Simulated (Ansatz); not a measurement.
Runs of Ansatz 0.2.0 on NaF (Villiaumite). It takes space group Fm-3m (No. 225, cubic). The conventional cell has a = 4.640 Å, b = 4.640 Å, c = 4.640 Å, α = 90.00°, β = 90.00°, γ = 90.00°. Na (site symmetry m-3m) has 6 F at 2.32 Å as nearest neighbours. F (site symmetry m-3m) has 6 Na at 2.32 Å as nearest neighbours. 

| task | level | potentials or basis | k mesh | cutoff (eV) | smearing | basis error allowed | gap on the mesh (eV) | pressure (GPa) | V0 of scaled cells (Å³/atom) | B0 (GPa) |
| --- | --- | --- | --- | --- | --- | --- | --- | --- | --- | --- |
| equation of state | PBE | all-electron LAPW, scalar-relativistic | 10 × 10 × 10 | - | fermi-dirac 0.05 eV | 0.0005 eV/atom | - | - | 12.99 | 45 |
| single point | PBE | all-electron LAPW, scalar-relativistic | 10 × 10 × 10 | 261 | gaussian 0.1 eV | 0.001 eV/atom | 6.29 | 1.9 | - | - |
| single point | HSE06 | all-electron PAW datasets made for the crystal | 8 × 8 × 8 | 310 | fermi-dirac 0.05 eV | - | (b) | - | - | - |
| equation of state | PBEsol | all-electron LAPW, scalar-relativistic | 10 × 10 × 10 | - | fermi-dirac 0.05 eV | 0.001 eV/atom | - | - | 12.40 | 48 |
| single point | PBEsol | all-electron LAPW, scalar-relativistic | 10 × 10 × 10 | 262 | fermi-dirac 0.05 eV | 0.001 eV/atom | 6.15 | (c) | - | - |
| single point | PBE | all-electron PAW datasets made for the crystal | 8 × 8 × 8 | 280 | fermi-dirac 0.05 eV | - | 6.29 | 1.9 | - | - |
| band structure | LDA | all-electron LAPW, scalar-relativistic | 10 × 10 × 10 | 262 | fermi-dirac 0.05 eV | 0.001 eV/atom | 5.94 | -4.4 | - | - |
| single point | PBE0 | all-electron PAW datasets made for the crystal | 8 × 8 × 8 | 310 | fermi-dirac 0.05 eV | - | (a) | - | - | - |

Alike in all rows: no spin polarisation; cell as given.

Problem. Fill in the values left out.

Solution. (a) 9.22; (b) 8.45; (c) -0.3.

A k mesh can miss the band edges.

Not every run made on this cell is shown here.
